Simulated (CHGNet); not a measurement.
Cubic perovskite BaSnO3

Method: the machine-learned potential CHGNet-r²SCAN (trained on r²SCAN data).

Cell (relaxed at this level):

```
BaSnO3
1.0
    4.14378     0.00000     0.00000
    0.00000     4.14378     0.00000
    0.00000     0.00000     4.14378
Ba Sn O
1 1 3
Direct
  0.00000   0.00000   0.00000
  0.50000   0.50000   0.50000
  0.50000   0.00000   0.50000
  0.00000   0.50000   0.50000
  0.50000   0.50000   0.00000
```

lattice parameter a: 4.144 Å
volume per atom: 14.23 Å³/atom

Measured, for comparison: lattice constant a 4.116 Å, equilibrium volume per atom 13.95 Å³/atom (temperature not stated, not corrected to a static lattice; as tabulated in Lee et al. (2017), arXiv:1707.09778). Computed (rounded) less measured: lattice constant a +0.7 %, equilibrium volume per atom +2.0 %.

A machine-learned potential is trained on density-functional data: it inherits that level's misses and adds fitting errors of its own.

Note: the model gives imaginary modes for this phase (in the spectrum interpolated from a supercell).
